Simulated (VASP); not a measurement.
Set up this calculation in VASP 6.6.1, as the native input.

```
Task                   : relaxation of cell and atoms
Functional             : PBE
Potentials or basis    : VASP PAW PBE potentials, release 64 (Ta, S)
Cutoff                 : 300 eV
k mesh                 : 8 × 8 × 3
Occupations            : methfessel-paxton, width 0.1 eV
Spin                   : no spin polarisation
Further INCAR settings : ALGO = Normal; EDIFF = 1e-07; IBRION = 2; EDIFFG = -0.005; NSW = 90; ISIF = 3
```

The structure of TaS2 lies in POSCAR:

```
TaS2                                    
1.0
    3.3625590490     -0.0000000000      0.0000000000
   -1.6812795245      2.9120615582     -0.0000000000
    0.0000000000      0.0000000000      6.2371059294
  Ta              S             
     1     2
Direct
     0.0000000000000000    0.0000000000000000    0.0000000000000000
     0.3333333332999970    0.6666666667000030    0.2466799583749431
     0.6666666667000030    0.3333333332999970    0.7533200416250568
```

These files were run (other wordings do the same):

INCAR

```
SYSTEM = TaS2
PREC = Accurate ; ENCUT = 300
EDIFF = 1E-7 ; ISMEAR = 1
SIGMA = 0.1 ; LREAL = .False.
LASPH = .True. ; NELM = 80
ALGO = Normal ; ISIF = 3
LWAVE = .False. ; LCHARG = .False.
GGA = PE ; IBRION = 2
NSW = 90 ; EDIFFG = -0.005
```

KPOINTS

```
Automatic mesh
0
Gamma
  8 8 3
  0 0 0
```

Potentials or basis: VASP PAW PBE potentials, release 64 (Ta, S).

Command:

```console
$ cat potpaw_PBE.64/Ta/POTCAR potpaw_PBE.64/S/POTCAR > POTCAR
$ mpirun -np 1 vasp_std > vasp.out
```

It gave:

The relaxed volume is 20.60 Å³/atom and the relaxed cell is a = 3.362 Å, b = 3.362 Å, c = 6.311 Å, α = 90.00°, β = 90.00°, γ = 120.00°. The space group after relaxing (to 0.05 Å) is P-3m1 (No. 164). The energy gained by relaxing is 0.2 meV/atom, the ionic steps are 13 and the pressure after relaxing is 0.0 GPa. The band gap on the k mesh is none (metal or under the smearing width).

Caveat: the cutoff is under 1.25 times the usual one of these potentials, so pressure, stress and relaxed cells hold a basis-set (Pulay) error; this functional lacks dispersion, which binds the layers, so the pressure and a relaxed spacing across them are unreliable.

Wall time 58 s on 1 thread of Intel(R) Xeon(R) Platinum 8375C CPU @ 2.90GHz (Ice Lake), with other jobs on the host, peak memory 0.14 GiB.
